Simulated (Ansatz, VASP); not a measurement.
# Cross-check of GaP between VASP and Ansatz, part 2 of 2

One calculation is typed for both programs; each brings its own data sets and cutoff. How far apart do they land?

VASP 6.6.1 and Ansatz 0.2.0.

So far: Starting point; VASP: G0W0 gap, PBE.

## Step 3: Ansatz: G0W0 gap, PBE

Level of this step: Ansatz beside VASP: Kohn-Sham DFT, plane waves, PBE, G0W0 (Ansatz).

Ansatz runs on its default PAW (the set named soft_2) files.

The same cell, functional and mesh now go to Ansatz, which takes its cutoff from its data sets.

Input file input.yaml:

```yaml
crystal:
  lattice:
    - [0.0, 2.72525, 2.72525]
    - [2.72525, 0.0, 2.72525]
    - [2.72525, 2.72525, 0.0]
  atoms:
    - { symbol: Ga, position: [0.0, 0.0, 0.0] }
    - { symbol: P, position: [0.75, 0.75, 0.75] }
hamiltonian:
  xc: pbe
  pseudopotentials: { kind: paw }
kpoints:
  mp_grid: { grid: [4, 4, 4] }
scf:
  occupations: { method: fixed }
gw:
  n_empty_bands: 319
  ecut_chi: 230.0
  qp_bands: [v2, c2]
  qp_kpoints: band_edges
  screening: { model: contour_deformation }
```

Started as:

```bash
> ansatz run input.yaml --threads 4 --pin off --max-ram 9216MiB --backend cpu --events-out ev --progress --plain --runs-dir out
```

Numbers of over 12 decimals in the logs are rounded to 6 here.

What it wrote:

```text
Engine: ansatz 0.2.0, aarch64-unknown-linux-gnu
Pseudopotentials: kind: paw
Pseudopotential: Ga, paw, valence charge 13, recommended cutoff 420 eV (normal), Ga.paw.azcp
Pseudopotential: P, paw, valence charge 5, recommended cutoff 420 eV (normal), P.paw.azcp
Functional definition: PBE
  parameter kappa = 0.804
  parameter beta = 0.066725
  exchange = pbe_x(kappa = kappa, mu = beta*pi^2/3)
  correlation = pbe_c(beta = beta)
Crystal: 2 atoms, lattice volume = 40.481 Å³
Basis set: ecut = 420 eV, 749 PW (Γ)
Bands: 13, of which v1, the nominal top of the filled ones, is band 9 counted from 1 (8 counted from 0)
Symmetry: 24 space group operations
Space group: F-43m (ITA 216), of the structure as read, at distance tolerance 3.4e-5 Å
k-points: 8 of 64 (time reversal used)
Non-local potential: Ga, projectors of the file, l = 0: 2, l = 1: 2, l = 2: 3, l = 3: 1
Non-local potential: P, projectors of the file, l = 0: 2, l = 1: 2, l = 2: 2
PAW form: soft (Blöchl's): semilocal exchange-correlation on the pseudo side does not see the compensation charge
PAW one-centre angular grid: Ga, 590 points (default); XC on 64 Gauss nodes
PAW one-centre angular grid: P, 110 points (default); XC on 64 Gauss nodes
Initial density: superposition of atomic densities (neutral atoms: chi_scale 0, normalization atom), corrected by the library's trained network
Initial wavefunctions: pseudopotential atomic-orbital guess
Functional: x = pbe(κ = 0.804, μ = 0.219515), c = pbe(β = 0.066725)
SCF iter   1: F=—  HF=-4539.409018 eV  |F-HF|=—  |Δ(HF+E_count)|=         —  Δρ=1.82e-3  dr2=8.19e-4  ethr=1.77e-3  ⟨swp⟩=5.0  Hψ=552  notcnv=0  defer=12
preconditioner: auto → none  [insulator: Δε(μ)=1.644 eV  Ē_g=15.445 eV  n_scr=14 (ndim 8)  ℏωp=24.8 eV  f_vac=0.011  ε∞_Penn≈3.6]
SCF iter   2: F=—  HF=-4539.408134 eV  |F-HF|=—  |Δ(HF+E_count)|=   8.84e-4  Δρ=8.37e-4  dr2=1.63e-4  ethr=4.55e-6  ⟨swp⟩=2.9  Hψ=276  notcnv=0  defer=14
SCF iter   3: F=—  HF=-4539.408041 eV  |F-HF|=—  |Δ(HF+E_count)|=   9.32e-5  Δρ=3.03e-4  dr2=1.90e-5  ethr=9.05e-7  ⟨swp⟩=2.0  Hψ=192  notcnv=0  defer=13
SCF iter   4: F=—  HF=-4539.408057 eV  |F-HF|=—  |Δ(HF+E_count)|=   1.58e-5  Δρ=1.28e-4  dr2=3.40e-6  ethr=1.05e-7  ⟨swp⟩=2.5  Hψ=135  notcnv=0  defer=9
SCF iter   5: F=—  HF=-4539.408063 eV  |F-HF|=—  |Δ(HF+E_count)|=   5.75e-6  Δρ=2.97e-5  dr2=1.93e-7  ethr=1.89e-8  ⟨swp⟩=2.9  Hψ=175  notcnv=0  defer=10
SCF iter   6: F=-4539.408063 eV  HF=-4539.408063 eV  |F-HF|=3.76e-9  |Δ(HF+E_count)|=   8.56e-8  Δρ=9.87e-6  dr2=1.90e-8  ethr=5.56e-10  ⟨swp⟩=6.4  Hψ=528  notcnv=0
SCF 1 converged in 6 iterations: F = -4539.408063 eV  dr2 = 1.90e-8
  greatest PAW one-centre occupation: 0.994 electrons in one spin orbital (limit 2), on the Ga atom at site 0 (counted from 0), in its partial waves of l = 2
NSCF: frozen V_eff on 8 k-points
G₀W₀ screening: q 1/8
G₀W₀ screening: q 2/8 (q-point 5)
G₀W₀ screening: q 3/8 (q-point 6)
G₀W₀ screening: q 4/8 (q-point 2)
G₀W₀ screening: q 5/8 (q-point 4)
G₀W₀ screening: q 6/8 (q-point 8)
G₀W₀ screening: q 7/8 (q-point 3)
G₀W₀ screening: q 8/8 (q-point 7)
G₀W₀ self-energy: k 1/6
G₀W₀ self-energy: k 2/6
G₀W₀ self-energy: k 3/6
G₀W₀ self-energy: k 4/6
G₀W₀ self-energy: k 5/6
G₀W₀ self-energy: k 6/6
NSCF: frozen V_eff on 1 k-points
SCF converged after 6 iterations
Free energy (F): -4539.408063 eV
Harris-Foulkes:  -4539.408063 eV  (|F-HF|=3.76e-9)
Internal energy: -4539.408063 eV  (E = F + TS)
E sigma→0 (E₀):  -4539.408063 eV
Fermi energy:    7.131629 eV
--- Per-component energies (eV) ---
  E_band       = -57.820580
  E_kinetic    = 186.778752
  E_local      = -2201.177235  (includes V_loc(G=0)·N_el)
  E_nonlocal   = 459.085499
  E_hartree    = 1018.098807
  E_xc         = -130.813254
  E_vxc        = -119.085701  (∫ρ·V_xc dr)
  E_paw        = -2558.735583  (= ΣΔE_a)
  E_vpaw       = -419.612512  (= ΣTr[D̂ρ^β])
  E_aug_tail   = -0.000104  (compensation charges beyond the density's cutoff)
  E_ewald      = -1312.644944
  E_smearing   = -0.000000  (= −TS)
  E_closure    = -0.000000  (closes the sum)
  Σ components = -4539.408063   (vs F -4539.408063, Δ=0.00e0)
--- Band table (eV; the first three rows and the last of 8) ---
  k-point 0: bands = [... 5 lower, -5.3690, 7.1316, 7.1316, 7.1316, 8.9509, 10.9864, 10.9864, 10.9864]
  k-point 1: bands = [... 5 lower, -4.5925, 3.2440, 6.4645, 6.4645, 9.2706, 11.8439, 11.8439, 13.4732]
  k-point 2: bands = [... 5 lower, -3.2973, 0.4779, 6.0070, 6.0070, 8.7872, 11.8176, 11.8176, 15.3976]
  k-point 7: bands = [... 5 lower, -2.2986, 0.5580, 3.5434, 3.6948, 11.8190, 11.9815, 13.2063, 13.2586]
--- G₀W₀: contour deformation, 7 samples at zero and on the imaginary axis and 2 off it, 64 q-points, 319 empty bands' worth ---
  eigenvalues of the whole cell's RPA ε∞ on this k-mesh (on a slab, of 1 + 4πα/V) = 18.1451, 18.1451, 18.1451; static W/v taken at q = 0 is 0.055111
  bands read: the sum over 328 bands ends inside a degenerate multiplet in 1 slot, whose members it reads at an even weight; the widest, k=6: bands 328 to 329 (counted from 1) at 1/2 each
  gw.qp_kpoints: band_edges: 6 of 8 stored k-points solved, in 1 pass; an edge of the gap read off the rows below is read off those points alone
    valence top: of the k-points left out ik 5 came nearest to being solved in a further pass, in band 9 (counted from 1, as in the quasiparticle table): it holds the edge there only if its correction is more favourable than any solved in that band by at least 1.209 eV; those differ by 0.081 eV
    conduction bottom: of the k-points left out ik 4 came nearest to being solved in a further pass, in band 10 (counted from 1, as in the quasiparticle table): it holds the edge there only if its correction is more favourable than any solved in that band by at least 0.810 eV; those differ by 0.235 eV
    ik  band        ε_KS         Σx   Σc(E_QP)       V_xc       Z   E_QP_lin       E_QP  E_QP is
     0     8      7.1316   -17.4010     1.3307   -15.3972  0.7642     6.4530     6.4585  root
     0     9      7.1316   -17.4010     1.3307   -15.3972  0.7642     6.4530     6.4585  root
     0    10      8.9509   -10.4869    -4.6920   -15.2509  0.7748     9.0229     9.0228  root
     0    11     10.9864    -7.3573    -4.6090   -12.0189  0.7730    11.0390    11.0389  root
     1     8      6.4645   -16.8948     1.4824   -14.7184  0.7617     5.7640     5.7705  root
     1     9      6.4645   -16.8948     1.4824   -14.7184  0.7617     5.7640     5.7705  root
     1    10      9.2706    -8.9947    -4.4930   -13.5195  0.7777     9.3024     9.3024  root
     1    11     11.8439    -7.3997    -4.8414   -12.3000  0.7602    11.9029    11.9028  root
     2     8      6.0070   -16.7865     1.6693   -14.3988  0.7582     5.2811     5.2886  root
     2     9      6.0070   -16.7865     1.6693   -14.3988  0.7582     5.2811     5.2886  root
     2    10      8.7872    -9.1518    -4.3401   -13.4945  0.7807     8.7898     8.7898  root
     2    11     11.8176    -6.9471    -4.7737   -11.7604  0.7619    11.8573    11.8572  root
     3     8      5.4394   -16.3264     1.7924   -13.8093  0.7545     4.7058     4.7147  root
     3     9      5.4394   -16.3264     1.7924   -13.8093  0.7545     4.7058     4.7147  root
     3    10      9.2883    -7.4163    -4.2204   -11.5859  0.7837     9.2375     9.2375  root
     3    11     10.8362    -7.7763    -4.6680   -12.4258  0.7689    10.8178    10.8178  root
     6     8      4.4358   -16.1292     2.2165   -13.1582  0.7417     3.6690     3.6814  root
     6     9      4.4358   -16.1292     2.2165   -13.1582  0.7417     3.6690     3.6814  root
     6    10      8.7605    -6.7647    -3.9696   -10.5714  0.7915     8.5979     8.5975  root
     6    11      8.9346    -7.7768    -4.1563   -11.8723  0.7838     8.8738     8.8738  root
     7     8      3.5434   -15.8077     2.4688   -12.5791  0.7338     2.7765     2.7837  root
     7     9      3.6948   -15.0892     2.2688   -12.0852  0.7315     2.9492     2.9596  root
     7    10     11.8190    -7.2995    -4.5633   -11.7704  0.7642    11.7267    11.7265  root
     7    11     11.9815    -8.8360    -5.3127   -14.2934  0.7499    12.1262    12.1262  root
```

The job ended after 39 s (4 threads of Arm Neoverse V1, shared host; peak memory 0.74 GiB).

Reading the cycles: dr2 is the Hartree energy of the density residual (eV), the measure of convergence; HF is the Harris–Foulkes estimate of the energy, which meets the free energy F at convergence.

## Step 4: Differences

Known differences besides the potentials themselves: the two programs' PAW sets differ in cores and partial waves; the cutoff is 420 eV in Ansatz and 430 eV in VASP; VASP leaves aspherical gradient terms in its spheres out (LASPH is not set), Ansatz keeps them; Ansatz integrates over frequency by contour deformation, VASP on a grid of NOMEGA points. Total energies have different zeros and are not compared.

Both answers:

```csv
quantity,Ansatz,VASP,difference
G0W0 gap on the mesh (eV),2.14,2.19,-0.04
PBE gap under it (eV),1.63,1.62,0.00
```

## Step 5: Summary of results

```yaml
difference_in_g0w0_gap_on_the_mesh_g0w0_gap_pbe: -0.041 eV
```

The difference in G0W0 gap on the mesh is -0.041 eV (G0W0 gap, PBE), within the 0.15 eV picked in this series as the mark of a large difference. How closely two codes agree says nothing of how well the functional describes the real material.

[Lines on the potential files, build, host, timing and source positions are cut from VASP's logs without a mark.]

[Logs are printed without paths, hosts, clocks, repeated set-up lines and the standing remarks that a program may print on its own settings, such as how far it seeks lower states.]

[Hosts, paths, dates, database ids (printed as entryN), source tags and the programs' standing remarks are cut or masked in the printed files.]
